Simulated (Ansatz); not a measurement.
The system is GaAs.

```
Ga As
1.0
    -1.88077    1.88077    3.02585
     1.88077   -1.88077    3.02585
     1.88077    1.88077   -3.02585
Ga As
1 1
Direct
  0.00000 0.00000 0.00000
  0.50000 0.50000 0.00000
```

The cell was built by a generator and needn't be a form met in nature.

- Program: Ansatz 0.2.0
- Task: relaxation of cell and atoms
- Functional: B3LYP
- Potentials or basis: Ansatz PAW
- Cutoff: 420 eV (not typed: the program's choice for these potentials)
- k mesh: 5 × 5 × 5
- Occupations: fermi-dirac, width 0.05 eV
- Spin: no spin polarisation

At the start: volume 21.41 Å³/atom.

Where does the relaxation end?

It ends after 6 steps and the volume is 20.30 Å³/atom (-5.2 %); space group Fm-3m (No. 225, to 0.05 Å).

The path:
```
step  energy change (eV)  largest force (eV/Å)  volume (Å³)
   1              0.0000                0.0000        42.81
   2             -0.0380                0.0000        40.78
   3             -0.0699                0.0000        40.87
   4             -0.0827                0.0000        40.81
   5             -0.0831                0.0000        40.60
   6             -0.0824                0.0000        40.60
```

Final structure:
```cif
data_structure
_symmetry_space_group_name_H-M 'P 1'
_symmetry_Int_Tables_number 1
_cell_length_a 3.8641
_cell_length_b 3.8641
_cell_length_c 3.8641
_cell_angle_alpha 120.318
_cell_angle_beta 120.318
_cell_angle_gamma 89.449
_cell_volume 40.60
loop_
_atom_site_label
_atom_site_type_symbol
_atom_site_fract_x
_atom_site_fract_y
_atom_site_fract_z
_atom_site_occupancy
Ga1 Ga 0.00000 0.00000 0.00000 1
As1 As 0.50000 0.50000 0.00000 1
```

Caveat: the k mesh is coarse (spacing up to 0.47 Å⁻¹), so the values aren't converged, least of all with exact exchange; the plane-wave basis is chosen anew once the cell has moved, so the energies of steps on either side of that aren't comparable; the PAW data sets come from PBE, with cores solved anew for the run's functional, which leaves a small shift of forces and pressure.
